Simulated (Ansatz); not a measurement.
**Palladium, omega (AlB2-type) under revPBE: structure, energy and stiffness**

What does revPBE give for palladium in the omega (AlB2-type) structure? We relax it, solve it on a dense k-mesh, then scale the cell to 7 volumes from 88 to 112 % of the relaxed one and try a fit of the equation of state. The start is ferromagnetic. The k-meshes are 8×8×12 for the relaxation; 11×11×15 for the dense run; 9×9×13 for the volumes.

Program: Ansatz 0.2.0. Level of theory: DFT revPBE, plane waves (420 eV) with PAW, scalar-relativistic; PAW files made under PBE, frozen cores solved again for the functional. These are calculated values, not measurements.

## 1. The structure to begin with

It takes space group P6/mmm (No. 191, hexagonal). Conventional cell: a = 4.365 Å, b = 4.365 Å, c = 2.676 Å, α = 90.00°, β = 90.00°, γ = 120.00°. Pd (site symmetry 6/mmm) has 14 Pd at 2.68 to 2.85 Å as nearest neighbours. Around Pd (site symmetry -6m2) lie 11 Pd at 2.52 to 2.85 Å.

Coordinates:

```
Pd
1.0
     4.36466    0.00000    0.00000
    -2.18233    3.77991    0.00000
     0.00000    0.00000    2.67554
Pd
3
Direct
  0.00000 0.00000 0.00000
  0.33333 0.66667 0.50000
  0.66667 0.33333 0.50000
```

Starting moments (μB): +0.5 ×3.

## 2. Geometry optimisation

Contents of input.yaml:

```yaml
crystal:
  lattice:
    - [4.3646624039, 0.0, 0.0]
    - [-2.182331202, 3.7799085207, 0.0]
    - [0.0, 0.0, 2.6755380536]
  atoms:
    - { symbol: Pd, position: [0.0, 0.0, 0.0], spin: 0.5 }
    - { symbol: Pd, position: [0.3333333333, 0.6666666667, 0.5], spin: 0.5 }
    - { symbol: Pd, position: [0.6666666667, 0.3333333333, 0.5], spin: 0.5 }
hamiltonian:
  xc: revpbe
  pseudopotentials:
    kind: paw
    azcp:
      Pd: "pseudopotentials/Pd.paw.azcp"
basis:
  ecutwfc: 420
  fft_grid_basis: typed
kpoints:
  mp_grid: { grid: [8, 8, 12], shift: [0, 0, 0] }
magnetization:
  spin_polarized: true
scf:
  occupations: { method: fermi_dirac, width: 0.05 }
relax:
  max_steps: 60
  f_tol: 0.01
  cell: {}
output:
  write_density: true
  write_potential: true
  elf: true
  volumetric_format: npy
```

The runs that follow: Single point on a dense mesh; At 88 % of the relaxed volume; At 92 % of the relaxed volume; At 96 % of the relaxed volume; At 100 % of the relaxed volume; At 104 % of the relaxed volume; At 108 % of the relaxed volume; At 112 % of the relaxed volume.

Q: Predict the outcome of this session. Wanted: space group; conventional cell; volume; shortest distance; gap on the mesh; magnetic state; relative to fcc.

The runs gave:

```
                      quantity                                   value
space group (spins left aside)                        P6/mmm (No. 191)
             conventional cell  a = 4.538 Å, c = 2.691 Å (c/a = 0.593)
                        volume                          15.998 Å³/atom
             shortest distance                                 2.620 Å
               gap on the mesh            none (levels filled in part)
                magnetic state                            non-magnetic
               relative to fcc                           +105 meV/atom
```

The relaxation enlarged the cell by 8.7 % in volume. It lies 105 meV/atom above the element's reference form at the same level (fcc, from a run of its own). The starting moments do not survive. No gap shows: it is a metal or semimetal at this level. Relaxation kept the symmetry; phonons were not checked.
